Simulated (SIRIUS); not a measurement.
ZrS in SIRIUS: convergence with density tolerance

Input of the first run (density tolerance 0.01); the others differ in this setting and in those tied to it:

The input sirius.json:

```json
{
  "control": {
    "processing_unit": "cpu",
    "std_evp_solver_name": "lapack",
    "gen_evp_solver_name": "lapack",
    "verbosity": 2,
    "print_forces": true,
    "ortho_rf": true,
    "use_second_variation": true,
    "rmt_max": 3.0,
    "num_bands_to_print": 21,
    "save_wf": true
  },
  "parameters": {
    "electronic_structure_method": "full_potential_lapwlo",
    "xc_functionals": ["XC_GGA_X_PBE_SOL", "XC_GGA_C_PBE_SOL"],
    "core_relativity": "dirac",
    "valence_relativity": "iora",
    "num_fv_states": 21,
    "smearing": "fermi_dirac",
    "smearing_width": 0.0018374661,
    "pw_cutoff": 20,
    "gk_cutoff": 3.46,
    "lmax_apw": 10,
    "lmax_rho": 8,
    "lmax_pot": 8,
    "num_mag_dims": 0,
    "auto_rmt": 0,
    "ngridk": [9, 9, 9],
    "shiftk": [0, 0, 0],
    "num_dft_iter": 80,
    "energy_tol": 0.01,
    "density_tol": 0.01,
    "use_symmetry": true
  },
  "settings": {"tol_ne": 1e-10},
  "iterative_solver": {"type": "exact"},
  "mixer": {"type": "anderson", "beta": 0.5, "max_history": 8},
  "unit_cell": {
    "lattice_vectors": [[0.0, 4.9605310771, 4.9605310771], [4.9605310771, 0.0, 4.9605310771], [4.9605310771, 4.9605310771, 0.0]],
    "atom_types": ["S", "Zr"],
    "atom_files": {"S": "S.json", "Zr": "Zr.json"},
    "atoms": {"S": [[0.5, 0.5, 0.5]], "Zr": [[0.0, 0.0, 0.0]]}
  }
}
```

File S.json:

```json
{
  "name": "sulphur",
  "symbol": "S",
  "number": 16,
  "mass": 32.065,
  "rmin": 1e-06,
  "rmt": 2.29,
  "nrmt": 800,
  "rinf": 13.52,
  "core": "1s2s",
  "valence": [
    {"basis": [{"enu": 0.17, "dme": 0, "n": 0, "auto": 0}, {"enu": 0.17, "dme": 1, "n": 0, "auto": 0}]},
    {"l": 0, "n": 1, "basis": [{"enu": 0.1334, "dme": 0, "n": 0, "auto": 0}]},
    {"l": 1, "n": 2, "basis": [{"enu": 0.27, "dme": 0, "n": 0, "auto": 0}]},
    {"l": 2, "n": 3, "basis": [{"enu": 0.27, "dme": 0, "n": 0, "auto": 0}]},
    {"l": 3, "n": 4, "basis": [{"enu": 0.27, "dme": 0, "n": 0, "auto": 0}]}
  ],
  "lo": [
    {
      "l": 0,
      "basis": [{"enu": 0.1334, "dme": 0, "n": 0, "auto": 0}, {"enu": 0.1334, "dme": 1, "n": 0, "auto": 0}]
    },
    {
      "l": 0,
      "basis": [{"enu": 0.1334, "dme": 1, "n": 0, "auto": 0}, {"enu": 0.1334, "dme": 2, "n": 0, "auto": 0}]
    },
    {
      "l": 0,
      "basis": [{"enu": 0.1334, "dme": 0, "n": 0, "auto": 0}, {"enu": 2.4217, "dme": 0, "n": 0, "auto": 0}]
    },
    {"l": 1, "basis": [{"enu": 0.27, "dme": 0, "n": 0, "auto": 0}, {"enu": 0.27, "dme": 1, "n": 0, "auto": 0}]},
    {
      "l": 1,
      "basis": [{"enu": -5.2182, "dme": 0, "n": 2, "auto": 1}, {"enu": -5.2182, "dme": 1, "n": 2, "auto": 1}]
    },
    {
      "l": 1,
      "basis": [{"enu": -5.2182, "dme": 1, "n": 2, "auto": 1}, {"enu": 0.27, "dme": 0, "n": 0, "auto": 0}]
    },
    {"l": 1, "basis": [{"enu": 0.27, "dme": 0, "n": 0, "auto": 0}, {"enu": 3.7787, "dme": 0, "n": 0, "auto": 0}]},
    {"l": 2, "basis": [{"enu": 0.27, "dme": 0, "n": 0, "auto": 0}, {"enu": 0.27, "dme": 1, "n": 0, "auto": 0}]},
    {"l": 2, "basis": [{"enu": 0.27, "dme": 1, "n": 0, "auto": 0}, {"enu": 0.27, "dme": 2, "n": 0, "auto": 0}]},
    {"l": 2, "basis": [{"enu": 0.27, "dme": 0, "n": 0, "auto": 0}, {"enu": 3.2448, "dme": 0, "n": 0, "auto": 0}]},
    {"l": 3, "basis": [{"enu": 0.27, "dme": 0, "n": 0, "auto": 0}, {"enu": 0.27, "dme": 1, "n": 0, "auto": 0}]}
  ],
  "free_atom": [... radial grid and density of the free atom, the start of the SCF ...]
}
```

Zr.json

```json
{
  "name": "zirconium",
  "symbol": "Zr",
  "number": 40,
  "mass": 91.224,
  "rmin": 1e-06,
  "rmt": 2.54,
  "nrmt": 800,
  "rinf": 17.42,
  "core": "1s2s2p3s3p3d",
  "valence": [
    {"basis": [{"enu": 0.17, "dme": 0, "n": 0, "auto": 0}, {"enu": 0.17, "dme": 1, "n": 0, "auto": 0}]},
    {"l": 0, "n": 1, "basis": [{"enu": 0.27, "dme": 0, "n": 0, "auto": 0}]},
    {"l": 1, "n": 2, "basis": [{"enu": 0.27, "dme": 0, "n": 0, "auto": 0}]},
    {"l": 2, "n": 3, "basis": [{"enu": 0.27, "dme": 0, "n": 0, "auto": 0}]},
    {"l": 3, "n": 4, "basis": [{"enu": 0.27, "dme": 0, "n": 0, "auto": 0}]}
  ],
  "lo": [
    {"l": 0, "basis": [{"enu": 0.27, "dme": 0, "n": 0, "auto": 0}, {"enu": 0.27, "dme": 1, "n": 0, "auto": 0}]},
    {
      "l": 0,
      "basis": [{"enu": -1.5912, "dme": 0, "n": 4, "auto": 1}, {"enu": -1.5912, "dme": 1, "n": 4, "auto": 1}]
    },
    {
      "l": 0,
      "basis": [{"enu": -1.5912, "dme": 1, "n": 4, "auto": 1}, {"enu": 0.27, "dme": 0, "n": 0, "auto": 0}]
    },
    {"l": 0, "basis": [{"enu": 0.27, "dme": 0, "n": 0, "auto": 0}, {"enu": 2.75, "dme": 0, "n": 0, "auto": 0}]},
    {"l": 1, "basis": [{"enu": 0.27, "dme": 0, "n": 0, "auto": 0}, {"enu": 0.27, "dme": 1, "n": 0, "auto": 0}]},
    {
      "l": 1,
      "basis": [{"enu": -0.7859, "dme": 0, "n": 4, "auto": 1}, {"enu": -0.7859, "dme": 1, "n": 4, "auto": 1}]
    },
    {
      "l": 1,
      "basis": [{"enu": -0.7859, "dme": 1, "n": 4, "auto": 1}, {"enu": 0.27, "dme": 0, "n": 0, "auto": 0}]
    },
    {"l": 1, "basis": [{"enu": 0.27, "dme": 0, "n": 0, "auto": 0}, {"enu": 3.122, "dme": 0, "n": 0, "auto": 0}]},
    {"l": 2, "basis": [{"enu": 0.27, "dme": 0, "n": 0, "auto": 0}, {"enu": 0.27, "dme": 1, "n": 0, "auto": 0}]},
    {"l": 2, "basis": [{"enu": 0.27, "dme": 1, "n": 0, "auto": 0}, {"enu": 0.27, "dme": 2, "n": 0, "auto": 0}]},
    {"l": 2, "basis": [{"enu": 0.27, "dme": 0, "n": 0, "auto": 0}, {"enu": 2.688, "dme": 0, "n": 0, "auto": 0}]},
    {"l": 3, "basis": [{"enu": 0.27, "dme": 0, "n": 0, "auto": 0}, {"enu": 0.27, "dme": 1, "n": 0, "auto": 0}]},
    {"l": 3, "basis": [{"enu": 0.27, "dme": 0, "n": 0, "auto": 0}, {"enu": 2.967, "dme": 0, "n": 0, "auto": 0}]}
  ],
  "free_atom": [... radial grid and density of the free atom, the start of the SCF ...]
}
```

sirius_start.json

```json
{
  "control": {
    "processing_unit": "cpu",
    "std_evp_solver_name": "lapack",
    "gen_evp_solver_name": "lapack",
    "verbosity": 1,
    "print_forces": false,
    "ortho_rf": true,
    "use_second_variation": true,
    "rmt_max": 3.0,
    "num_bands_to_print": 21,
    "save_wf": false
  },
  "parameters": {
    "electronic_structure_method": "full_potential_lapwlo",
    "xc_functionals": ["XC_LDA_X", "XC_LDA_C_PW"],
    "core_relativity": "dirac",
    "valence_relativity": "iora",
    "num_fv_states": 21,
    "smearing": "fermi_dirac",
    "smearing_width": 0.0055123983,
    "pw_cutoff": 20,
    "gk_cutoff": 2.77,
    "lmax_apw": 10,
    "lmax_rho": 8,
    "lmax_pot": 8,
    "num_mag_dims": 0,
    "auto_rmt": 0,
    "ngridk": [4, 4, 4],
    "shiftk": [0, 0, 0],
    "num_dft_iter": 30,
    "energy_tol": 0.01,
    "density_tol": 0.05,
    "use_symmetry": true
  },
  "settings": {"tol_ne": 1e-10},
  "iterative_solver": {"type": "exact"},
  "mixer": {"type": "anderson", "beta": 0.5, "max_history": 8},
  "unit_cell": {
    "lattice_vectors": [[0.0, 4.9605310771, 4.9605310771], [4.9605310771, 0.0, 4.9605310771], [4.9605310771, 4.9605310771, 0.0]],
    "atom_types": ["S", "Zr"],
    "atom_files": {"S": "S.json", "Zr": "Zr.json"},
    "atoms": {"S": [[0.5, 0.5, 0.5]], "Zr": [[0.0, 0.0, 0.0]]}
  }
}
```

Potentials or basis: all-electron FP-LAPW, apw+lo standard.

The run is started by

```bash
$ OMP_NUM_THREADS=1 sirius.scf --input=sirius_start.json --output=start.json
$ OMP_NUM_THREADS=1 sirius.scf --input=sirius.json --output=output.json --task=1
```

Hardware: 1 thread of Arm Neoverse V1, on a shared host.

```
density tolerance  energy less the tightest run, at zero smearing (meV/atom)  SCF cycles  CPU time (s)  peak memory (GiB)
             0.01                                                       0.18           3            29                0.4
            0.001                                                       0.00           5            36                0.4
           0.0001                                                       0.00           6            40                0.4
            1e-05                                                       0.00           7            44               0.41
            1e-06                                                       0.00           8            48               0.41
            1e-07                                                       0.00          10            55               0.41
```

Against the tightest run, the energy stays within 1 meV/atom from 0.01 on. The tightest run that finished is the yardstick and may itself not be fully converged.
